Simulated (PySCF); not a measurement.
## Substituent chemical shifts

Parent skeleton `[CH:1]1=[CH:2][CH2:3][CH2:4]1`; one hydrogen on atom 1 is replaced by X. Hydrogens on one atom are averaged.

How the numbers were obtained: structure optimised with GFN2-xTB, PBE0/pcSseg-1 with gauge-including orbitals, in PySCF (relativity neglected, no solvent model, fast rotation and ring inversion assumed for equivalent nuclei, a single conformation).

Referencing at the same level of theory: $^{13}$C (σ = 186.93 ppm) and $^{1}$H (σ = 31.72 ppm) vs TMS.

Parent (X = H): C1 145.8, C2 145.8, C3 32.8, C4 32.8, H(C2) 6.29, H(C3) 2.65, H(C4) 2.65 ppm. Effects are Δδ = δ(X) − δ(H), positive for deshielding.

Problem. Give Δδ (ppm) for X = CHO, N=CH2, SSiH3, CCl3.

Solution. 
```csv
X,SMILES,C1,C2,C3,C4,H(C2),H(C3),H(C4)
CHO,O=CC1=CCC1,+9.8,+14.5,-2.9,-3.6,+0.73,-0.05,+0.11
N=CH2,C=NC1=CCC1,+10.1,-2.4,-7.2,-4.5,+0.25,-0.22,+0.01
SSiH3,[SiH3]SC1=CCC1,+2.3,-11.6,-3.0,+4.5,-0.36,-0.03,+0.08
CCl3,ClC(Cl)(Cl)C1=CCC1,+8.8,-2.8,-7.2,-1.7,+0.28,-0.27,+0.22
```

Problem. Which position responds most, and to which substituents?

Solution. C2: from -11.6 ppm with SSiH3 to +14.5 ppm with CHO.
